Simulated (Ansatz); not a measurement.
# ZnO (zincite) (P6_3mc) in Ansatz: further runs

One crystal, ZnO (zincite), is run at these levels: BLYP+D4, m-r2SCAN, PBE; tasks: relaxation of cell and atoms, single point.

Program: Ansatz 0.2.0. These are calculated values, not measurements. Logs are shortened: lines on timing, memory, paths and dates and some standing lists are left out, and cuts for length are marked.

**Experimental background.**

From “Electronic structure of alkaline earth and post-transition metal oxides”, 2009, arxiv:0908.1581, for a bulk crystal of ZnO: band gap 3.37 eV.

How close the calculation comes is told below.

## (1) The crystal as given

The structure is hexagonal, space group P6_3mc (No. 186). The conventional cell has a = 3.249 Å, b = 3.249 Å, c = 5.206 Å, α = 90.00°, β = 90.00°, γ = 120.00°. Zn (site symmetry 3m) has 4 O at 1.97 to 1.98 Å as nearest neighbours. Around O (site symmetry 3m) lie 4 Zn at 1.97 to 1.98 Å.

## (2) Relaxation of cell and atoms, BLYP+D4

input.yaml reads:

```yaml
crystal:
  lattice:
    - [3.249308, 0.0, 0.0]
    - [-1.624654, 2.8139832727, 0.0]
    - [0.0, 0.0, 5.205709]
  atoms:
    - { symbol: Zn, position: [0.6666666667, 0.3333333333, 0.0] }
    - { symbol: Zn, position: [0.3333333333, 0.6666666667, 0.5] }
    - { symbol: O, position: [0.3333333333, 0.6666666667, 0.87901] }
    - { symbol: O, position: [0.6666666667, 0.3333333333, 0.37901] }
hamiltonian:
  xc: blyp
  pseudopotentials: { kind: paw }
  dispersion: d4
kpoints:
  mp_grid: { grid: [9, 9, 5] }
scf:
  occupations: { method: fermi_dirac, width: 0.05 }
output:
  forces: true
  stress: true
relax:
  f_tol: 0.01
  max_steps: 40
  cell: { stress_tol: 0.05 }
```

Potentials or basis: Ansatz PAW.

Started as:

```bash
$ ansatz run input.yaml --threads 2 --pin off --max-ram 5120MiB --backend cpu --events-out ev --progress --plain --runs-dir out
```

The program printed:

```text
Warning: RAYON_NUM_THREADS=2 ignored (pool sized by the plan → 2); use --threads N
Engine: ansatz 0.2.0, aarch64-unknown-linux-gnu
Pseudopotentials: kind: paw
Pseudopotential: Zn, paw, valence charge 12, recommended cutoff 420 eV (normal), Zn.paw.azcp
Pseudopotential: O, paw, valence charge 6, recommended cutoff 420 eV (normal), O.paw.azcp
Functional definition: BLYP
  parameter beta = 0.0042
  parameter a = 0.04918
  parameter b = 0.132
  parameter c = 0.2533
  parameter d = 0.349
  exchange = b88_x(beta = beta)
  correlation = lyp_c(a = a, b = b, c = c, d = d)
Crystal: 4 atoms, lattice volume = 47.598 Å³
Basis set: ecut = 420 eV, 941 PW (Γ), exchange–correlation on 48×48×72 points (8 copies of the dense FFT grid, shifted against one another)
Bands: 22, of which v1, the nominal top of the filled ones, is band 18 counted from 1 (17 counted from 0)
Symmetry: 12 space group operations
Space group: P63mc (ITA 186), of the structure as read, at distance tolerance 3.6e-5 Å
k-points: 36 of 405 (time reversal used)
Non-local potential: Zn, projectors of the file, l = 0: 2, l = 1: 2, l = 2: 3, l = 3: 1
Non-local potential: O, projectors of the file, l = 0: 2, l = 1: 2, l = 2: 1
PAW form: soft (Blöchl's): semilocal exchange-correlation on the pseudo side does not see the compensation charge
PAW frozen core: Zn, regenerated for the run's functional, and the local potential with it (the file was generated under x = pbe(κ = 0.804, μ = 0.2195149727645171), c = pbe(β = 0.06672455060314922))
PAW frozen core: O, regenerated for the run's functional, and the local potential with it (the file was generated under x = pbe(κ = 0.804, μ = 0.2195149727645171), c = pbe(β = 0.06672455060314922))
PAW one-centre angular grid: Zn, 590 points (default); XC on 64 Gauss nodes
PAW one-centre angular grid: O, 110 points (default); XC on 64 Gauss nodes
Initial density: superposition of atomic densities (neutral atoms: chi_scale 0, normalization atom), corrected by the library's trained network
Initial wavefunctions: pseudopotential atomic-orbital guess
Functional: x = b88, c = lyp
SCF iter   1: F=—  HF=-7798.529688 eV  |F-HF|=—  |Δ(HF+E_count)|=         —  Δρ=1.72e-2  dr2=9.94e-2  ethr=1.77e-3  ⟨swp⟩=6.0  Hψ=3574  notcnv=0
preconditioner: auto → Resta (q_TF=auto, 2.604 Å⁻¹)  ε∞=7.4  [insulator: Δε(μ)=1.073 eV  Ē_g=12.806 eV  σ=0.050 eV  W_gap=1.00  n_scr=22 (ndim 8)  ℏωp=32.3 eV  f_vac=0.035  D(μ)=0.00/eV (n_scr^D=0)  ε∞_Penn≈7.4]
SCF iter   2: F=—  HF=-7798.504562 eV  |F-HF|=—  |Δ(HF+E_count)|=   2.51e-2  Δρ=2.40e-3  dr2=2.69e-3  ethr=2.76e-4  ⟨swp⟩=2.4  Hψ=1760  notcnv=0
SCF iter   3: F=—  HF=-7798.504298 eV  |F-HF|=—  |Δ(HF+E_count)|=   2.64e-4  Δρ=1.08e-3  dr2=6.08e-4  ethr=7.48e-6  ⟨swp⟩=2.2  Hψ=1267  notcnv=0
SCF iter   4: F=—  HF=-7798.504395 eV  |F-HF|=—  |Δ(HF+E_count)|=   9.68e-5  Δρ=6.90e-4  dr2=2.74e-4  ethr=1.69e-6  ⟨swp⟩=2.1  Hψ=1289  notcnv=0
SCF iter   5: F=—  HF=-7798.504331 eV  |F-HF|=—  |Δ(HF+E_count)|=   6.36e-5  Δρ=1.66e-4  dr2=8.33e-6  ethr=7.62e-7  ⟨swp⟩=2.0  Hψ=1363  notcnv=0
SCF iter   6: F=—  HF=-7798.504245 eV  |F-HF|=—  |Δ(HF+E_count)|=   8.65e-5  Δρ=4.49e-5  dr2=5.39e-7  ethr=2.31e-8  ⟨swp⟩=2.0  Hψ=1354  notcnv=0
SCF iter   7: F=-7798.504245 eV  HF=-7798.504245 eV  |F-HF|=6.14e-8  |Δ(HF+E_count)|=   3.98e-7  Δρ=1.02e-5  dr2=3.87e-8  ethr=2.78e-10  ⟨swp⟩=4.3  Hψ=2990  notcnv=0
SCF 1 converged in 7 iterations: F = -7798.504245 eV  dr2 = 3.87e-8
relax step   1: F+E_penalty+E_count = -7798.50424525 eV  Δ(F+E_penalty+E_count) = +0.000e0 eV  max|allowed force component| = 6.165e-2 eV/Å  Δτ_max = 0.0000 Å  P = +2.637 GPa  Ω = 47.598 Å³  (7 SCF iters, dr2 threshold 1.00e-7 eV, accepted)
Crystal: 4 atoms, lattice volume = 48.057 Å³
Basis set: ecut = 420 eV, 965 PW (Γ), exchange–correlation on 48×48×72 points (8 copies of the dense FFT grid, shifted against one another)
Initial density: handed on by an earlier stage of this run
Initial wavefunctions: those handed on with the density
iter 1 solved again at ethr=2.37e-6 eV; its pass at ethr=3.10e-3 eV (dr2=8.54e-4 eV) is discarded
SCF iter   1: F=—  HF=-7798.509090 eV  |F-HF|=—  |Δ(HF+E_count)|=         —  Δρ=1.47e-3  dr2=7.62e-4  ethr=2.37e-6  ⟨swp⟩=2.4  Hψ=4043  notcnv=0
preconditioner: auto → Resta (q_TF=auto, 2.600 Å⁻¹)  ε∞=7.4  [insulator: Δε(μ)=0.916 eV  Ē_g=12.724 eV  σ=0.050 eV  W_gap=1.00  n_scr=22 (ndim 8)  ℏωp=32.1 eV  f_vac=0.048  D(μ)=0.00/eV (n_scr^D=0)  ε∞_Penn≈7.4]
SCF iter   2: F=—  HF=-7798.508867 eV  |F-HF|=—  |Δ(HF+E_count)|=   2.24e-4  Δρ=4.92e-4  dr2=7.11e-5  ethr=2.12e-6  ⟨swp⟩=2.0  Hψ=1379  notcnv=0
SCF iter   3: F=—  HF=-7798.508736 eV  |F-HF|=—  |Δ(HF+E_count)|=   1.31e-4  Δρ=2.59e-4  dr2=3.00e-5  ethr=1.97e-7  ⟨swp⟩=2.4  Hψ=1359  notcnv=0
SCF iter   4: F=—  HF=-7798.508733 eV  |F-HF|=—  |Δ(HF+E_count)|=   2.58e-6  Δρ=1.36e-4  dr2=5.63e-6  ethr=8.33e-8  ⟨swp⟩=2.1  Hψ=1328  notcnv=0
[... 45 lines left out ...]
relax step   6: F+E_penalty+E_count = -7798.51351102 eV  Δ(F+E_penalty+E_count) = -5.079e-3 eV  max|allowed force component| = 5.637e-4 eV/Å  Δτ_max = 0.0000 Å  P = +0.146 GPa  Ω = 48.461 Å³  stress off target by 2.31e-1 GPa  SCF on the basis re-selected at this cell (its energy is not comparable with the rows above)  (7 SCF iters)
basis re-selected at this cell: Δ(F+E_penalty+E_count) = -5.079e-3 eV, ΔP = +0.147 GPa vs the last step (what re-selecting the basis moved, of the pressure what is left beyond the Pulay correction that the steps carried, after the strain that the cell walked since its last selection, with what the two solves' SCF thresholds leave and, on support functions, any second-order correction that the steps lacked; it is no measure of the basis error at this ecutwfc). This SCF's stress stands 2.31e-1 GPa from its target on what of the cell is left free (relax.cell.stress_tol is 5.00e-2 GPa) and its largest allowed force component is 5.64e-4 eV/Å (relax.f_tol is 1.00e-2 eV/Å): not within both, so this SCF does not close the relaxation
Crystal: 4 atoms, lattice volume = 48.511 Å³
iter 1 solved again at ethr=3.40e-8 eV; its pass at ethr=3.10e-3 eV (dr2=1.23e-5 eV) is discarded
SCF iter   1: F=—  HF=-7798.513409 eV  |F-HF|=—  |Δ(HF+E_count)|=         —  Δρ=1.94e-4  dr2=1.12e-5  ethr=3.40e-8  ⟨swp⟩=2.4  Hψ=3957  notcnv=0
preconditioner: auto → Resta (q_TF=auto, 2.596 Å⁻¹)  ε∞=7.4  [insulator: Δε(μ)=0.906 eV  Ē_g=12.672 eV  σ=0.050 eV  W_gap=1.00  n_scr=22 (ndim 8)  ℏωp=32.0 eV  f_vac=0.047  D(μ)=0.00/eV (n_scr^D=0)  ε∞_Penn≈7.4]
SCF iter   2: F=—  HF=-7798.513277 eV  |F-HF|=—  |Δ(HF+E_count)|=   1.32e-4  Δρ=7.89e-5  dr2=1.56e-6  ethr=3.11e-8  ⟨swp⟩=2.0  Hψ=1371  notcnv=0
SCF iter   3: F=—  HF=-7798.513277 eV  |F-HF|=—  |Δ(HF+E_count)|=   4.24e-7  Δρ=3.32e-5  dr2=4.43e-7  ethr=4.32e-9  ⟨swp⟩=2.9  Hψ=1480  notcnv=0
SCF iter   4: F=-7798.513277 eV  HF=-7798.513277 eV  |F-HF|=3.51e-8  |Δ(HF+E_count)|=   4.01e-8  Δρ=1.46e-5  dr2=7.41e-8  ethr=3.69e-10  ⟨swp⟩=4.4  Hψ=2943  notcnv=0
SCF 7 converged in 4 iterations: F = -7798.513277 eV  dr2 = 7.41e-8
relax step   7: F+E_penalty+E_count = -7798.51327667 eV  Δ(F+E_penalty+E_count) = +2.343e-4 eV  max|allowed force component| = 1.670e-4 eV/Å  Δτ_max = 0.0005 Å  P = +0.006 GPa  Ω = 48.511 Å³  energy of the carried Pulay correction = -2.694e-4 eV  (4 SCF iters, dr2 threshold 1.33e-7 eV, accepted)
iter 1 solved again at ethr=1.61e-7 eV; its pass at ethr=3.10e-3 eV (dr2=5.81e-5 eV) is discarded
SCF iter   1: F=—  HF=-7798.513564 eV  |F-HF|=—  |Δ(HF+E_count)|=         —  Δρ=1.81e-5  dr2=8.51e-8  ethr=1.61e-7  ⟨swp⟩=3.0  Hψ=5688  notcnv=0
preconditioner: auto → Resta (q_TF=auto, 2.596 Å⁻¹)  ε∞=7.4  [insulator: Δε(μ)=0.908 eV  Ē_g=12.673 eV  σ=0.050 eV  W_gap=1.00  n_scr=22 (ndim 8)  ℏωp=32.0 eV  f_vac=0.046  D(μ)=0.00/eV (n_scr^D=0)  ε∞_Penn≈7.4]
SCF iter   2: F=—  HF=-7798.513436 eV  |F-HF|=—  |Δ(HF+E_count)|=   1.28e-4  Δρ=7.44e-6  dr2=2.58e-8  ethr=2.36e-10  ⟨swp⟩=2.1  Hψ=1474  notcnv=0
SCF iter   3: F=—  HF=-7798.513436 eV  |F-HF|=—  |Δ(HF+E_count)|=   6.30e-9  Δρ=5.35e-6  dr2=1.01e-8  ethr=7.16e-11  ⟨swp⟩=2.9  Hψ=1461  notcnv=0
SCF iter   4: F=—  HF=-7798.513436 eV  |F-HF|=—  |Δ(HF+E_count)|=   3.14e-9  Δρ=1.58e-6  dr2=8.15e-10  ethr=2.80e-11  ⟨swp⟩=2.1  Hψ=1276  notcnv=0
SCF iter   5: F=—  HF=-7798.513436 eV  |F-HF|=—  |Δ(HF+E_count)|=  4.77e-10  Δρ=8.02e-7  dr2=1.68e-10  ethr=2.26e-12  ⟨swp⟩=2.1  Hψ=1327  notcnv=0
SCF iter   6: F=—  HF=-7798.513436 eV  |F-HF|=—  |Δ(HF+E_count)|=  1.76e-10  Δρ=5.53e-7  dr2=1.06e-10  ethr=1.00e-12  ⟨swp⟩=4.8  Hψ=3140  notcnv=0
SCF iter   7: F=-7798.513436 eV  HF=-7798.513436 eV  |F-HF|=9.09e-13  |Δ(HF+E_count)|=  4.55e-12  Δρ=5.81e-8  dr2=1.12e-12  ethr=1.00e-12  ⟨swp⟩=2.7  Hψ=3114  notcnv=0
SCF 8 converged in 7 iterations: F = -7798.513436 eV  dr2 = 1.12e-12
relax step   8: F+E_penalty+E_count = -7798.51343606 eV  Δ(F+E_penalty+E_count) = -1.594e-4 eV  max|allowed force component| = 1.458e-4 eV/Å  Δτ_max = 0.0000 Å  P = +0.010 GPa  Ω = 48.511 Å³  stress off target by 2.09e-2 GPa  SCF on the basis re-selected at this cell (its energy is not comparable with the rows above)  (7 SCF iters)
basis re-selected at this cell: Δ(F+E_penalty+E_count) = -1.594e-4 eV, ΔP = +0.003 GPa vs the last step (what re-selecting the basis moved, of the pressure what is left beyond the Pulay correction that the steps carried, after the strain that the cell walked since its last selection, with what the two solves' SCF thresholds leave and, on support functions, any second-order correction that the steps lacked; it is no measure of the basis error at this ecutwfc). This SCF's stress stands 2.09e-2 GPa from its target on what of the cell is left free (relax.cell.stress_tol is 5.00e-2 GPa) and its largest allowed force component is 1.46e-4 eV/Å (relax.f_tol is 1.00e-2 eV/Å): within both
SCF converged after 7 iterations
Free energy (F): -7798.513436 eV
Harris-Foulkes:  -7798.513436 eV  (|F-HF|=9.09e-13)
Internal energy: -7798.513435 eV  (E = F + TS)
E sigma→0 (E₀):  -7798.513435 eV
Entropy (-TS):   -0.000001 eV (-0.000 meV/atom)
Fermi energy:    7.721193 eV
--- Per-component energies (eV) ---
  E_band       = 67.352796
  E_kinetic    = 612.501411
  E_local      = -4032.054919  (includes V_loc(G=0)·N_el)
  E_nonlocal   = 1332.026360
  E_hartree    = 1659.971563
  E_xc         = -416.161507
  E_vxc        = -285.150839  (∫ρ·V_xc dr)
  E_paw        = -4008.696845  (= ΣΔE_a)
  E_vpaw       = -879.916698  (= ΣTr[D̂ρ^β])
  E_aug_tail   = 0.004297  (compensation charges beyond the density's cutoff)
  E_ewald      = -2944.209994
  E_disp       = -1.768067  (pairwise vdW)
  E_core_change = -0.125735  (= ΣΔE_core)
  E_smearing   = -0.000001  (= −TS)
  E_closure    = -0.000000  (closes the sum)
  Σ components = -7798.513436   (vs F -7798.513436, Δ=0.00e0)
--- Forces (eV/Å), atoms counted from 1 ---
  atom   1  Zn     0.00000000     0.00000000    -0.00013036
  atom   2  Zn     0.00000000    -0.00000000    -0.00013036
  atom   3  O      0.00000000     0.00000000     0.00016121
  atom   4  O     -0.00000000    -0.00000000     0.00016121
  max |Σ_I F_I| component: 6.17e-5 eV/Å
--- Stress (GPa, compression-positive) ---
        0.003934       0.000000       0.000000
        0.000000       0.003934       0.000000
        0.000000       0.000000       0.020896
  P = ⅓ Tr σ = 0.0096 GPa (0.096 kbar)
--- Relaxed structure (6 steps of the walk, 6 accepted, 2 SCFs on fresh bases) ---
  F+E_penalty+E_count = -7798.51343606 eV   max|allowed force component| = 1.458e-4 eV/Å   (the final SCF, on the basis selected at the relaxed cell)
  cell:  # Å, volume = 48.5108 Å³
    - [3.257549604133642, -8.292082829103275e-33, 0.0]
    - [-1.628774802066821, 2.8211207112676755, 8.619503436111153e-19]
    - [0.0, 1.5945591094321662e-18, 5.2786802143662035]
  atoms:
    - { symbol: Zn, position: [0.6666666666666666, 0.3333333333333333, 0.0006077917756176423] }
    - { symbol: Zn, position: [0.3333333333333333, 0.6666666666666666, 0.5006077917756175] }
    - { symbol: O, position: [0.3333333333333333, 0.6666666666666666, 0.8784022082243821] }
    - { symbol: O, position: [0.6666666666666666, 0.3333333333333333, 0.37840220822438236] }
```

It took 16 s on 2 threads of Arm Neoverse V1, shared host; peak memory 0.35 GiB.

Results:

```
Free energy                            : -7798.5134 eV
Relaxed volume                         : 12.13 Å³/atom
Relaxed cell                           : a = 3.258 Å, b = 3.258 Å, c = 5.279 Å, α = 90.00°, β = 90.00°, γ = 120.00°
Space group after relaxing (to 0.05 Å) : P6_3mc (No. 186)
Energy gained by relaxing              : 2.3 meV/atom
Ionic steps                            : 8
Pressure after relaxing                : 0.0 GPa
Band gap on the k mesh                 : 0.91 eV
```

Step by step:
```tsv
step	energy change (eV)	largest force (eV/Å)	volume (Å³)
1	0.0000	0.0617	47.60
2	-0.0045	0.0336	48.06
3	-0.0042	0.0129	48.44
4	-0.0043	0.0026	48.45
5	-0.0042	0.0002	48.46
6	-0.0093	0.0006	48.46
7	-0.0090	0.0002	48.51
8	-0.0092	0.0002	48.51
```

Final structure:
```
Zn O
1.0
     3.25755    0.00000    0.00000
    -1.62877    2.82112    0.00000
     0.00000    0.00000    5.27868
Zn O
2 2
Direct
  0.66667 0.33333 0.00061
  0.33333 0.66667 0.50061
  0.33333 0.66667 0.87840
  0.66667 0.33333 0.37840
```

Caveat: odd divisions of the mesh miss points on the zone boundary, where band edges often lie, so the gap on the mesh can be too wide; the plane-wave basis is chosen anew once the cell has moved, so the energies of steps on either side of that aren't comparable; the pressure holds a Pulay correction of +0.9 GPa for the finite cutoff; the PAW data sets come from PBE, with cores solved anew for the run's functional, which leaves a small shift of forces and pressure. Zero-point motion and thermal expansion aren't in these numbers.

(Part 1 of 2 ends here.)
